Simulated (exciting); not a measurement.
# SnTe (Fm-3m) in exciting: further runs

Runs on SnTe. Level: PBEsol. Tasks: single point.

Everything below comes from runs of exciting (release sodium). Logs are shortened: lines on timing, memory, paths and dates and some standing lists are left out, and cuts for length are marked.

### 1 Starting point

The structure is cubic, space group Fm-3m (No. 225). The conventional cell has a = 6.302 Å, b = 6.302 Å, c = 6.302 Å, α = 90.00°, β = 90.00°, γ = 90.00°. Around Te (site symmetry m-3m) lie 6 Sn at 3.15 Å. Sn (site symmetry m-3m) has 6 Te at 3.15 Å as nearest neighbours.

### 2 Single point, PBEsol

input.xml

```xml
<input>
  <title>SnTe</title>
  <structure speciespath="./" tshift="false">
    <crystal scale="1">
      <basevect>0.000000000000 5.954243559777 5.954243559777</basevect>
      <basevect>5.954243559777 0.000000000000 5.954243559777</basevect>
      <basevect>5.954243559777 5.954243559777 0.000000000000</basevect>
    </crystal>
    <species speciesfile="Te.xml" rmt="2.3">
      <atom coord="0.500000000000 0.500000000000 0.500000000000"/>
    </species>
    <species speciesfile="Sn.xml" rmt="2.3">
      <atom coord="0.000000000000 0.000000000000 0.000000000000"/>
    </species>
  </structure>
  <groundstate do="fromscratch" ngridk="5 5 5" rgkmax="8" gmaxvr="14" lmaxapw="10" lmaxmat="10" lmaxvr="8" xctype="GGA_PBE_SOL" stype="Gaussian" swidth="0.00183747" nempty="10" ValenceRelativity="iora*" epsengy="1e-05" epspot="1e-05" maxscl="60" tforce="true" outputlevel="high"/>
</input>
```

Potentials or basis: all-electron LAPW+lo, shipped species files, valence relativity iora*.

The run is started by

```sh
$ OMP_NUM_THREADS=1 exciting_smp
```

INFO.OUT:

```text
================================================================================
EXCITING SODIUM started
[... 10 lines left out ...]

 Lattice vectors (cartesian) :
      0.0000000000      5.9542435598      5.9542435598
      5.9542435598      0.0000000000      5.9542435598
      5.9542435598      5.9542435598      0.0000000000

 Reciprocal lattice vectors (cartesian) :
     -0.5276224632      0.5276224632      0.5276224632
      0.5276224632     -0.5276224632      0.5276224632
      0.5276224632      0.5276224632     -0.5276224632

 Unit cell volume                           :     422.1917887813
 Brillouin zone volume                      :       0.5875296963

 Species :    1 (Te)
     parameters loaded from                 :    Te.xml
     name                                   :    tellurium
     nuclear charge                         :     -52.00000000
     electronic charge                      :      52.00000000
     atomic mass                            :  232600.57070000
     muffin-tin radius                      :       2.30000000
     # of radial points in muffin-tin       :     400

     atomic positions (lattice) :
       1 :   0.50000000  0.50000000  0.50000000

 Species :    2 (Sn)
     parameters loaded from                 :    Sn.xml
     name                                   :    tin
     nuclear charge                         :     -50.00000000
     electronic charge                      :      50.00000000
     atomic mass                            :  216395.09200000
     muffin-tin radius                      :       2.30000000
     # of radial points in muffin-tin       :     400

     atomic positions (lattice) :
       1 :   0.00000000  0.00000000  0.00000000

 Total number of atoms per unit cell        :       2

 Spin treatment                             :    spin-unpolarised

[... 39 lines left out ...]

 Smearing scheme                            :    Gaussian
 Smearing width                             :       0.00183747

[... 7 lines left out ...]
* Groundstate module started                                                   *
********************************************************************************
 Output level for this task is set to high

++++++++++++++++++++++++++++++++++++++++++++++++++++++++++++++++++++++++++++++++
[... 5 lines left out ...]
+ SCF iteration number :    1                                                  +
++++++++++++++++++++++++++++++++++++++++++++++++++++++++++++++++++++++++++++++++
 Total energy                               :    -12967.53581814
 _______________________________________________________________
 Fermi energy                               :         0.23517035
 Kinetic energy                             :     13687.96601842
 Coulomb energy                             :    -26319.72189536
 Exchange energy                            :      -329.55158806
 Correlation energy                         :        -6.22835315
 Sum of eigenvalues                         :     -7855.12852714
 Effective potential energy                 :    -21543.09454556
 Coulomb potential energy                   :    -21101.58205517
 xc potential energy                        :      -441.51249039
 Hartree energy                             :      4132.74531517
 Electron-nuclear energy                    :    -29367.07268552
[... 562 lines left out ...]
 RMS change in effective potential (target) :  0.122958E-08  ( 0.100000E-04)
 Absolute change in total energy   (target) :  0.318039E-06  ( 0.100000E-04)
 Charge distance                   (target) :  0.362657E-09  ( 0.100000E-04)
 Abs. change in max-nonIBS-force   (target) :   0.00000      ( 0.500000E-04)

++++++++++++++++++++++++++++++++++++++++++++++++++++++++++++++++++++++++++++++++
| Convergency criteria checked for the last 2 iterations                       +
| Convergence targets achieved. Performing final SCF iteration                 +
++++++++++++++++++++++++++++++++++++++++++++++++++++++++++++++++++++++++++++++++
 Total energy                               :    -12970.38709542
 _______________________________________________________________
 Fermi energy                               :         0.22699090
 Kinetic energy                             :     13685.84477028
 Coulomb energy                             :    -26320.41547957
 Exchange energy                            :      -329.58737175
 Correlation energy                         :        -6.22901439
 Sum of eigenvalues                         :     -7857.03681157
 Effective potential energy                 :    -21542.88158185
 Coulomb potential energy                   :    -21101.32079564
 xc potential energy                        :      -441.56078621
 Hartree energy                             :      4133.70015892
 Electron-nuclear energy                    :    -29368.72111347
 Nuclear-nuclear energy                     :     -1085.39452502
 Madelung energy                            :    -15769.75508175
 Core-electron kinetic energy               :         0.00000000
[... 14 lines left out ...]
 Estimated fundamental gap                  :         0.03269455
        valence-band maximum at    7      0.8000  0.2000  0.0000
     conduction-band minimum at    3      0.4000  0.0000  0.0000

++++++++++++++++++++++++++++++++++++++++++++++++++++++++++++++++++++++++++++++++
+ Self-consistent loop stopped                                                 +
++++++++++++++++++++++++++++++++++++++++++++++++++++++++++++++++++++++++++++++++
 STATE.OUT is written

--------------------------------------------------------------------------------
- Writing atomic positions and forces                                          -
--------------------------------------------------------------------------------

 Atomic positions (lattice) :
 atom     1  Te  :     0.50000000    0.50000000    0.50000000
 atom     2  Sn  :     0.00000000    0.00000000    0.00000000

 Total atomic forces including IBS (cartesian) :
 atom     1  Te  :     0.00000000   -0.00000000    0.00000000
 atom     2  Sn  :    -0.00000000    0.00000000   -0.00000000

 Atomic force components including IBS (cartesian) :
 atom     1  Te  :    -0.00000000   -0.00000000    0.00000000   HF force
                 :     0.00000000    0.00000000   -0.00000000   core correction
                 :    -0.00000000    0.00000000   -0.00000000   IBS correction
 atom     2  Sn  :     0.00000000    0.00000000    0.00000000   HF force
                 :    -0.00000000   -0.00000000    0.00000000   core correction
                 :     0.00000000   -0.00000000    0.00000000   IBS correction

********************************************************************************
* Groundstate module stopped                                                   *
********************************************************************************

================================================================================
| EXCITING SODIUM stopped                                                      =
================================================================================
```

WARNINGS.OUT:

```text
Inversion symmetry is present. Consider using input%groundstate%solver%type = "inversionsymmetry"
```

It took 46 s on 1 thread of Arm Neoverse V1, shared host; peak memory 0.15 GiB.

Results:

| Quantity | Value |
| --- | --- |
| Free energy | -352942.2130 eV |
| All electrons inside the program's atomic spheres | Te 49.01; Sn 47.31 (radii Te 2.3, Sn 2.3 bohr) |

Levels at points of the mesh, in eV from the Fermi level:
| k point | band 16 | band 17 | band 18 | band 19 | band 20 | band 21 |
| --- | --- | --- | --- | --- | --- | --- |
| (0.00, 0.00, 0.00) | -2.23 | -2.23 | -2.23 | 3.23 | 3.23 | 3.23 |

Caveat: this odd mesh misses L, where the gap lies, so gap, dielectric constants and Born charges aren't listed; rgkmax is low for these elements, so energy differences scatter by about 1 meV per atom. Spin-orbit coupling is left out, which matters for the levels of Te.

### 3 Single point, PBEsol

input.xml: that of step 2 with these lines changed.

```diff
@@ -15,3 +15,3 @@
   </structure>
-  <groundstate do="fromscratch" ngridk="5 5 5" rgkmax="8" gmaxvr="14" lmaxapw="10" lmaxmat="10" lmaxvr="8" xctype="GGA_PBE_SOL" stype="Gaussian" swidth="0.00183747" nempty="10" ValenceRelativity="iora*" epsengy="1e-05" epspot="1e-05" maxscl="60" tforce="true" outputlevel="high"/>
+  <groundstate do="fromscratch" ngridk="5 5 5" rgkmax="8" gmaxvr="14" lmaxapw="10" lmaxmat="10" lmaxvr="8" xctype="GGA_PBE_SOL" stype="Gaussian" swidth="0.00099223" nempty="10" ValenceRelativity="iora*" epsengy="1e-05" epspot="1e-05" maxscl="60" tforce="true" outputlevel="normal"/>
 </input>
```

Potentials or basis: all-electron LAPW+lo, shipped species files, valence relativity iora*.

The run is started by

```sh
$ OMP_NUM_THREADS=1 exciting_smp
```

Wall time 33 s (1 thread of Intel Xeon Platinum 8375C at 2.90GHz (Ice Lake), shared host); peak memory 0.16 GiB.

Results (log left out):

```
Free energy                                       : -352942.2130 eV
All electrons inside the program's atomic spheres : Te 49.01; Sn 47.31 (radii Te 2.3, Sn 2.3 bohr)
```

Levels at points of the mesh, in eV from the Fermi level:
| k point | band 14 | band 15 | band 16 | band 17 | band 18 | band 19 | band 20 | band 21 | band 22 | band 23 |
| --- | --- | --- | --- | --- | --- | --- | --- | --- | --- | --- |
| (0.00, 0.00, 0.00) | -12.92 | -4.83 | -2.23 | -2.23 | -2.23 | 3.23 | 3.23 | 3.23 | 4.66 | 4.66 |

Caveat: this odd mesh misses L, where the gap lies, so gap, dielectric constants and Born charges aren't listed; rgkmax is low for these elements, so energy differences scatter by about 1 meV per atom. The run has no spin-orbit coupling, so splittings on Te are missing.
